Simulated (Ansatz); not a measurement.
Field gradients against strain in KTaO₃

```
CELL_PARAMETERS angstrom
3.98830 0.00000 0.00000
0.00000 3.98830 0.00000
0.00000 0.00000 3.98830
ATOMIC_POSITIONS crystal
K 0.50000 0.50000 0.50000
Ta 0.00000 0.00000 0.00000
O 0.50000 0.00000 0.00000
O 0.00000 0.50000 0.00000
O 0.00000 0.00000 0.50000
```

Atom numbers follow the list: K1, Ta2, O3, O4, O5.

The cell comes from COD entry 2102087, which wasn't checked; take it as a given geometry.

Computed with DFT, PBE, all-electron PAW with datasets made for the crystal, scalar-relativistic (Ansatz 0.2.0).

Sampling and basis: a Γ-centred 5×5×5 k mesh, Fermi–Dirac smearing of 0.01 eV, cutoff 540 eV (chosen by the program for this cell), no spin polarisation.

The cell is scaled evenly. Fractional coordinates are held (clamped ions).

The columns are Cartesian components of the electric field gradient at the nuclei, in 10²¹ V/m².

Spin–orbit coupling is left out, which moves gradients at and beside heavy atoms by some per cent and at worst by a factor of two.

Only quantities that a quadratic follows smoothly over the whole series are listed; rougher ones are left out.

```tsv
ln(V/Vcell)	Vzz at O3
-0.0408	-0.75
-0.0202	-0.90
0.0000	-1.05
0.0100	-1.12
0.0198	-1.19
```

Fit the series and give the gradient–strain slopes.

Least-squares fits y = p0 + p1 x + p2 x² to the rows give Vzz at O3: p1 = -7.22, p2 = 2.5. The slopes p1 are in 10²¹ V/m² per unit strain, for clamped ions.

One run, at ln(V/Vcell) = -0.0101, is withheld. Predict its row.

The fits give -0.98; the run gave -0.97.
